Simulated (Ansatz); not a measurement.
Mg:

```
Mg
1.0
     3.20930    0.00000    0.00000
    -1.60465    2.77934    0.00000
     0.00000    0.00000    5.21030
Mg
2
Direct
  0.66667 0.33333 0.75000
  0.33333 0.66667 0.25000
```

* Program: Ansatz 0.2.0
* Task: relaxation of cell and atoms
* Functional: PBE
* Dispersion: D3(BJ)
* Potentials or basis: all-electron LAPW, scalar-relativistic
* Basis error allowed: 0.001 eV/atom
* k mesh: 10 × 10 × 5
* Occupations: fermi-dirac, width 0.05 eV
* Spin: no spin polarisation

At the start: volume 23.24 Å³/atom.

Q: How do energy, volume and symmetry change on relaxing?

A: Over 6 steps the energy falls by 13.5 meV/atom and the volume is 21.77 Å³/atom (-6.3 %); space group P6_3/mmc (No. 194, to 0.05 Å).

The path:
| step | energy change (eV) | largest force (eV/Å) | volume (Å³) |
| --- | --- | --- | --- |
| 1 | 0.0000 | 0.0000 | 46.47 |
| 2 | -0.0244 | 0.0000 | 44.08 |
| 3 | -0.0267 | 0.0000 | 43.27 |
| 4 | -0.0270 | 0.0000 | 43.54 |
| 5 | -0.0270 | 0.0000 | 43.54 |
| 6 | -0.0270 | 0.0000 | 43.54 |

Final structure:
```
Mg
1.0
     3.11116    0.00000    0.00000
    -1.55558    2.69434    0.00000
     0.00000    0.00000    5.19424
Mg
2
Direct
  0.66667 0.33333 0.75000
  0.33333 0.66667 0.25000
```
